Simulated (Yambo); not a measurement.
# AlN in Yambo: convergence with bands in self energy

The system is AlN.

```
Al N
1.0
     0.00000    2.18399    2.18399
     2.18399    0.00000    2.18399
     2.18399    2.18399    0.00000
Al N
1 1
Direct
  0.00000 0.00000 0.00000
  0.25000 0.25000 0.25000
```

Measurements of this composition are mostly on another form, of space group No. 186.

| Property | Result |
| --- | --- |
| Program | Yambo 5.3.0 |
| Task | G0W0 quasiparticle levels |
| Functional | PBE |
| Potentials or basis | PseudoDojo 0.4.1 SR PBE standard |
| Cutoff | 1143 eV |
| Density cutoff | 4572 eV |
| k mesh | 6 × 6 × 6 |
| Occupations | fixed |
| Spin | no spin polarisation |
| k mesh of the self-consistent run | 10 × 10 × 10 |
| Random integration of the Coulomb term | yes |
| Direction of the field or of q to 0 | x + y + z |
| Broadening | 0.1 eV |
| States corrected | Γ and the k points of the band edges |
| Frequency dependence of W | plasmon pole |
| Terminator of the band sum in the self-energy | none |
| Quasiparticle equation | linearised (Newton) |
| Imaginary frequency of the plasmon-pole fit | 27.2114 eV |
| Bands in the response | 104 |
| Bands in the self-energy | 9 |
| Cutoff of the response matrix | 12 Ry |
| Cutoff of exchange and Vxc | 84 Ry |
| Bands corrected (first, last) | [3, 6] |

These are the settings of the first run; the series varies bands in self energy, with any setting tied to it.

```tsv
bands in self energy	quasiparticle gap at the points computed (eV)
9	4.068
14	4.115
24	4.224
44	4.381
104	4.526
```

Not settled before the last step: the quasiparticle gap at the points computed (to 0.05 eV). The tightest run that finished is the yardstick and may itself not be fully converged.

Caveat, for the tightest run too: this version prints the column dSc/dw multiplied by 27.2.
